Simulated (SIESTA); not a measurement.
**MgO under changes of volume**

One of the cells (9.221 Å³/atom); the others are scaled copies at fixed shape and fractional positions:

```
CELL_PARAMETERS angstrom
0.00000 2.09700 2.09700
2.09700 0.00000 2.09700
2.09700 2.09700 0.00000
ATOMIC_POSITIONS crystal
Mg 0.00000 0.00000 0.00000
O 0.50000 0.50000 0.50000
```

The cell is a database's computed one.

| Item | Value |
| --- | --- |
| Program | SIESTA 5.4.2 |
| Functional | LDA |
| Potentials or basis | PseudoDojo 0.4 standard (LDA files) |
| Basis | DZP (energy shift 0.003 Ry; two zetas on semicore shells) |
| Grid cutoff | 800 Ry |
| Energy shift | 0.003 Ry |
| k mesh | 11 × 11 × 11 |
| Occupations | fermi-dirac, width 0.05 eV |
| Spin | no spin polarisation |

| volume (Å³/atom) | energy over the lowest point (meV/atom) | pressure (GPa) | gap on the mesh (eV) |
| --- | --- | --- | --- |
| 8.668 | ? | ? | ? |
| 8.853 | 7.49 | 7.0 | 5.13 |
| 9.037 | 1.67 | 3.2 | 4.92 |
| 9.221 | 0.00 | -0.3 | 4.71 |
| 9.406 | 2.09 | -3.3 | 4.52 |
| 9.590 | 7.61 | -6.2 | 4.33 |
| 9.775 | 16.13 | -8.6 | 4.15 |

Problem. What does the run at 8.668 Å³/atom give?

Solution. Energy over the lowest point 18.05 meV/atom; pressure 11.4 GPa; gap on the mesh 5.36 eV.

Worked out: A Birch-Murnaghan fit of order 3 (a polynomial in V^(-2/3)) to the other rows has its minimum at 9.21 Å³/atom with B0 = V·E''(V) = 165 GPa and B' = 4.4. It gives 18.05 meV/atom at 8.668 Å³/atom, against the run's 18.05, and -dE/dV = 11.3 GPa, against 11.4. A straight line through the other rows of the gap, of slope -9.9 eV per unit of ln V (its deformation potential), extrapolates to 5.33 eV, against the run's 5.36.

Energies are extrapolated to zero smearing.

Caveats: an odd mesh through Γ misses points on the zone boundary, where band edges often lie; the basis of atomic orbitals isn't converged, which shifts pressures, moduli and gaps.
